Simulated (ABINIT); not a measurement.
# Sn (Immm) in ABINIT: reference runs, part 2 of 2

ABINIT 10.8.3 (patched build).

**3. Single point, PBE (cell strained at random at fixed volume)**

run.abi

```
# Pseudopotentials
pp_dirpath "./"
pseudos "Sn.GGA_PBE-JTH.xml"

# Structure
acell 6.3137731955 6.5299526567 6.4120820184
rprim
    -0.4985680052     0.5284578181     0.6871406543
     0.5048235921    -0.5206357658     0.6885430561
     0.4958198333     0.5349671960    -0.6840853690
ntypat 1
znucl 50
natom 1
typat 1
xred
    -0.0049540000    -0.0116520000    -0.0033020000
chkprim 0
chksymtnons 0
tolsym 1.0e-6

# Plane-wave basis
ecut 598.650497 eV
pawecutdg 44.0

# k points
kptopt 1
ngkpt 11 11 11
nshiftk 1
shiftk 0.0 0.0 0.0

# Exchange and correlation
ixc 11

# Bands and occupations
nband 11
occopt 3
tsmear 0.05 eV

# SCF cycle
nstep 100
tolvrs 1.0e-9

# Output
iomode 3
prtwf 0
prteig 0
prtebands 0
enunit 1
prtden 1
prtvha 1
prtvclmb 1
prtpot 1
```

Potentials or basis: JTH PAW PBE v2.0.

The run is started by

```bash
$ abinit run.abi > log 2>&1
```

run.abo:

```text
.Version 10.8.3 of ABINIT
 Symmetries : space group P-1 (#  2); Bravais aP (primitive triclinic)
================================================================================
 Values of the parameters that define the memory need of the present run
     intxc =       0    ionmov =       0      iscf =      17    lmnmax =      18
     lnmax =       6     mgfft =      30  mpssoang =       3    mqgrid =    3001
     natom =       1  nloc_mem =       2    nspden =       1   nspinor =       1
    nsppol =       1      nsym =       2    n1xccc =       1    ntypat =       1
    occopt =       3   xclevel =       2
       mpw =         966          nfft =       27000          nkpt =         666
 PAW method is used; the additional fine FFT grid is defined by:
   mgfftf=        40    nfftf =     64000
================================================================================
================================================================================

--------------------------------------------------------------------------------
------------- Echo of variables that govern the present computation ------------
--------------------------------------------------------------------------------
 -outvars: echo values of preprocessed input variables --------
            acell      6.3137731955E+00  6.5299526567E+00  6.4120820184E+00 Bohr
              amu      1.18710000E+02
          chkprim           0
      chksymtnons           0
             ecut      2.20000000E+01 Hartree
           enunit           1
                       outvar_i_n : Printing only first  50 k-points.
              ixc          11
                       outvar_i_n : Printing only first  50 k-points.
         kptrlatt       11    0    0      0   11    0      0    0   11
          kptrlen      6.94515052E+01
            natom           1
            nband          11
            ngfft          30      30      30
          ngfftdg          40      40      40
             nkpt         666
            nstep         100
             nsym           2
           ntypat           1
                       prtocc : prtvol=0, do not print more k-points.
           occopt           3
        pawecutdg      4.40000000E+01 Hartree
         pawxcdev           0
        prtebands           0
           prteig           0
           prtpot           1
         prtvclmb           1
           prtvha           1
            prtwf           0
            rprim     -4.9856800520E-01  5.2845781810E-01  6.8714065430E-01
                       5.0482359210E-01 -5.2063576580E-01  6.8854305610E-01
                       4.9581983330E-01  5.3496719600E-01 -6.8408536900E-01
          spgroup           2
           tolsym      1.00000000E-06
           tolvrs      1.00000000E-09
           tsmear      1.83746611E-03 Hartree
            typat      1
           useylm           1
                       outvars : Printing only first  50 k-points.
           xangst     -1.7628974262E-02  6.2218479039E-03 -3.1432032509E-02
            xcart     -3.3313933236E-02  1.1757588535E-02 -5.9397933023E-02
             xred     -4.9540000000E-03 -1.1652000000E-02 -3.3020000000E-03
            znucl       50.00000

================================================================================

 chkinp: Checking input parameters for consistency.

================================================================================
== DATASET  1 ==================================================================

--- !DatasetInfo
iteration_state: {dtset: 1, }
dimensions: {natom: 1, nkpt: 666, mband: 11, nsppol: 1, nspinor: 1, nspden: 1, mpw: 966, }
cutoff_energies: {ecut:  22.0, pawecutdg:  44.0, }
electrons: {nelect:   1.40000000E+01, charge:   0.00000000E+00, occopt:   3.00000000E+00, tsmear:   1.83746611E-03, }
meta: {optdriver: 0, ionmov: 0, optcell: 0, iscf: 17, paral_kgb: 0, }
...

[... 56 lines left out ...]
  sigma(3 3)=  2.93894087E-05  sigma(2 1)=  9.88036330E-07

--- !ResultsGS
iteration_state: {dtset: 1, }
comment   : Summary of ground state results
lattice_vectors:
- [ -3.1478453,   3.3365628,   4.3384502, ]
- [  3.2964742,  -3.3997269,   4.4961536, ]
- [  3.1792374,   3.4302535,  -4.3864115, ]
lattice_lengths: [   6.31377,    6.52995,    6.41208, ]
lattice_angles: [119.950, 115.757,  93.078, ] # degrees, (23, 13, 12)
lattice_volume:   1.9349651E+02
convergence: {deltae:  3.270E-11, res2:  8.472E-10, residm:  8.795E-04, diffor: null, }
etotal    :  -6.97117547E+01
entropy   :   0.00000000E+00
fermie    :   2.22309607E-01
cartesian_stress_tensor: # hartree/bohr^3
- [  5.00752886E-06,   9.88036330E-07,   2.13278989E-05, ]
- [  9.88036330E-07,   6.66428995E-05,  -6.77597802E-06, ]
- [  2.13278989E-05,  -6.77597802E-06,   2.93894087E-05, ]
pressure_GPa:  -9.9090E-01
xred      :
- [ -4.9540E-03,  -1.1652E-02,  -3.3020E-03, Sn]
cartesian_forces: # hartree/bohr
- [ -0.00000000E+00,  -0.00000000E+00,  -0.00000000E+00, ]
force_length_stats: {min:   0.00000000E+00, max:   0.00000000E+00, mean:   0.00000000E+00, }
...

 Integrated electronic density in atomic spheres:
 ------------------------------------------------
 Atom  Sphere_radius  Integrated_density
    1        2.51086         11.82218013

================================================================================

 ----iterations are completed or convergence reached----

 Mean square residual over all n,k,spin=   56.846E-08; max=  87.950E-05
 reduced coordinates (array xred) for    1 atoms
      -0.004954000000     -0.011652000000     -0.003302000000
 rms dE/dt=  0.0000E+00; max dE/dt=  0.0000E+00; dE/dt below (all hartree)
    1       0.000000000000      0.000000000000      0.000000000000

 cartesian coordinates (angstrom) at end:
    1     -0.01762897426217     0.00622184790388    -0.03143203250918

 cartesian forces (hartree/bohr) at end:
    1     -0.00000000000000    -0.00000000000000    -0.00000000000000
 frms,max,avg= 0.0000000E+00 0.0000000E+00   0.000E+00  0.000E+00  0.000E+00 h/b

 cartesian forces (eV/Angstrom) at end:
    1     -0.00000000000000    -0.00000000000000    -0.00000000000000
 frms,max,avg= 0.0000000E+00 0.0000000E+00   0.000E+00  0.000E+00  0.000E+00 e/A
 length scales=  6.313773195500  6.529952656700  6.412082018400 bohr
              =  3.341104887602  3.455502131857  3.393127676276 angstroms
 Fermi (or HOMO) energy (eV) =   6.04935   Average Vxc (eV)= -10.03166
 Eigenvalues (   eV  ) for nkpt= 666  k points:
 kpt#   1, nband= 11, wtk=  0.00075, kpt=  0.0000  0.0000  0.0000 (reduced coord)
 -15.52775  -15.50732  -15.48368  -15.45669  -15.42177   -4.72683   12.79267   13.14296
  13.84936   16.86664   16.88386
 prteigrs : prtvol=0 or 1, do not print more k-points.

--- !EnergyTerms
iteration_state     : {dtset: 1, }
comment             : Components of total free energy in Hartree
kinetic             :  1.16805819196333E+01
hartree             :  2.44157341143418E+01
xc                  : -6.85929571950550E+00
Ewald energy        : -4.89205388183023E+01
psp_core            :  1.86100721915671E+00
local_psp           : -6.75516213493701E+01
PAW spherical_terms :  1.56625098158380E+01
internal            : -6.97116228182082E+01
'-kT*entropy'       : -1.43625810221330E-04
total_energy        : -6.97117664440184E+01
total_energy_eV     : -1.89695380259780E+03
...

--- !EnergyTermsDC
iteration_state     : {dtset: 1, }
comment             : '"Double-counting" decomposition of free energy'
band_energy         : -5.44952206437388E+00
Ewald energy        : -4.89205388183023E+01
psp_core            :  1.86100721915671E+00
xc_dc               : -2.67333486234256E+01
PAW spherical_terms :  9.53079125472447E+00
internal            : -6.97116110322207E+01
'-kT*entropy'       : -1.43625810221330E-04
total_energy_dc     : -6.97117546580309E+01
total_energy_dc_eV  : -1.89695348188474E+03
...

--- !EnergyTermsWithPAWCore
iteration_state     : {dtset: 1, }
comment             : 'Components of total free energy, including PAW core contributions'
Total energy        : -6.17733653347062E+03
Total energy DC     : -6.17733652168464E+03
Total energy (eV)   : -1.68093890383678E+05
Total energy DC (eV): -1.68093890062965E+05
...

 Cartesian components of stress tensor (hartree/bohr^3)
  sigma(1 1)=  5.00752886E-06  sigma(3 2)= -6.77597802E-06
  sigma(2 2)=  6.66428995E-05  sigma(3 1)=  2.13278989E-05
  sigma(3 3)=  2.93894087E-05  sigma(2 1)=  9.88036330E-07

-Cartesian components of stress tensor (GPa)         [Pressure= -9.9090E-01 GPa]
- sigma(1 1)=  1.47326586E-01  sigma(3 2)= -1.99356156E-01
- sigma(2 2)=  1.96070180E+00  sigma(3 1)=  6.27488451E-01
- sigma(3 3)=  8.64666255E-01  sigma(2 1)=  2.90690324E-02

== END DATASET(S) ==============================================================
================================================================================

 -outvars: echo values of variables after computation  --------
            acell      6.3137731955E+00  6.5299526567E+00  6.4120820184E+00 Bohr
           etotal     -6.9711754658E+01
            fcart     -0.0000000000E+00 -0.0000000000E+00 -0.0000000000E+00
            rprim     -4.9856800520E-01  5.2845781810E-01  6.8714065430E-01
                       5.0482359210E-01 -5.2063576580E-01  6.8854305610E-01
                       4.9581983330E-01  5.3496719600E-01 -6.8408536900E-01
           strten      5.0075288624E-06  6.6642899541E-05  2.9389408665E-05
                      -6.7759780193E-06  2.1327898946E-05  9.8803633031E-07
           xangst     -1.7628974262E-02  6.2218479039E-03 -3.1432032509E-02
             xred     -4.9540000000E-03 -1.1652000000E-02 -3.3020000000E-03
 Calculation completed.
```

Run time: 2.9 min. Hardware: 1 thread of Arm Neoverse V1, shared host; peak memory 0.37 GiB.

What came out:

| Quantity | Value |
| --- | --- |
| Free energy | -1896.9535 eV |
| Pressure | -1.0 GPa |
| Band gap on the k mesh | none (metal or under the smearing width) |
| Valence electrons inside the program's atomic spheres | Sn 11.82 (radii [1.3287] Å) |

Levels at points of the mesh, in eV from the Fermi level:
```csv
k point,band 4,band 5,band 6,band 7,band 8,band 9,band 10,band 11
"(0.00, 0.00, 0.00)",-21.51,-21.47,-10.78,6.74,7.09,7.80,10.82,10.83
```
